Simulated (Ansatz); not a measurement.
A 2-atom cell of BaTe started from a crystallographic database, relaxed with r2SCAN. It is cubic, Fm-3m (No. 225); conventional cell a = 7.065 Å, 44.08 Å³ an atom. Ba has 6 Te at 3.53 Å; Te has 6 Ba at 3.53 Å.

The questions ask for values computed with the plane-wave code Ansatz on this geometry. (Simulation; no magnetic order is allowed.)

Given (6×6×6 mesh): The PBE gap is indirect, 1.65 eV (Γ to X), below the direct gap of 2.01 eV at X.

Task: What does LDA give for the gap (6×6×6 mesh)?

Result: The LDA gap is indirect, 1.53 eV (Γ to X), below the direct gap of 1.89 eV at X. The gap differs by -0.12 eV from PBE's.

Task: Estimate the gap with PBE+SOC on 6×6×6.

Result: The PBE+SOC gap is indirect, 1.39 eV (Γ to X), below the direct gap of 1.74 eV at X. The gap differs by -0.26 eV from PBE's.

Task: What does HSE06+SOC give for the gap (4×4×4 mesh)?

Result: The HSE06+SOC gap is indirect, 2.05 eV (Γ to X), below the direct gap of 2.46 eV at X. Spin-orbit coupling itself accounts for -0.29 eV. The gap differs by +0.40 eV from PBE's.

Task: Order these levels by the gap that they give, smallest first.
A. DDH-PBE0
B. HSE06
C. PBE
D. LDA
E. r2SCANh
F. PBE0
G. r2SCAN0
H. r2SCAN

Result: D (1.53 eV), C (1.65 eV), H (2.00 eV), B (2.35 eV), E (2.48 eV), A (2.56 eV), F (3.00 eV), G (3.22 eV).

Task: What does G0W0@PBE with 653 empty bands, a screening cutoff of 220 eV and a 4×4×4 mesh give?

Result: 2.73 eV (PBE's gap over the path plus the quasiparticle shift read on the mesh). Over the mesh points the PBE gap of 1.65 eV becomes a quasiparticle gap of 2.72 eV (Γ to X), a change of +1.07 eV. Renormalisation factors Z lie between 0.74 and 0.79. G0W0 here is at a finite number of bands, screening cutoff and k mesh, not at the basis limit.

Task: Roughly how does the cost of the LDA run (6×6×6) compare with r2SCAN's (6×6×6)?

Result: About 0.4 times as much (5 core-seconds against 11 core-seconds, on a shared machine).

Task: How do the levels compare, in gap and in cost?

Result: Taking G0W0@PBE (653 empty bands, 220 eV, 4×4×4), 2.73 eV, as the yardstick (a computed one, not at the basis limit), DDH-PBE0 comes nearest, -0.17 eV off, at about 19 times r2SCAN's cost; G0W0 itself took about 130 times r2SCAN's cost. The others: r2SCANh -0.25, PBE0 +0.27, HSE06 -0.38, r2SCAN0 +0.49, r2SCAN -0.73, PBE -1.08, LDA -1.20 eV. The yardstick still moved by +0.07 eV in its last step of bands and cutoff, so this order can change. r2SCAN covers 50 % of the step from PBE to HSE06, while HSE06 needs about 15 times r2SCAN's cost (on a coarser mesh). For gaps to 0.1 eV, spin-orbit coupling (up to 0.29 eV here) has to be included. Among these functionals the gap stays indirect.

Only the levels marked +SOC include spin-orbit coupling.

The meshes of the hybrids are coarse, so their gaps aren't converged to the digits shown.
